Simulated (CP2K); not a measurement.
The system is C.

```
C
1.0
     4.25517    0.00000    0.00000
     0.00000    4.25517    0.00000
     0.00000    0.00000    1.28229
C
1
Cartesian
  2.1276 2.1276 0.6411
```

The cell was built by a generator and needn't be a form met in nature.

Base run:

* Program: CP2K 2026.2
* Functional: vdW-DF2
* Potentials or basis: POTENTIAL_UZH C GTH-PBE-q4; TZVP-MOLOPT-PBE-GTH basis
* Density cutoff: 9184 eV
* k mesh: 6 × 6 × 20
* Occupations: fermi-dirac, width 0.05 eV
* Spin: no spin polarisation

Its results: band gap on the k mesh none (metal or under the smearing width); pressure -0.4 GPa.

The run is repeated on the same cell with these changes: functional from vdW-DF2 to PBEsol. What comes out?

Band gap on the k mesh none (metal or under the smearing width); pressure 0.8 GPa.

Caveats: the potentials were made for another functional, which shifts forces and pressure; the basis of atomic orbitals isn't converged, which shifts pressures, moduli and gaps.

Not every run made on this cell is shown here.
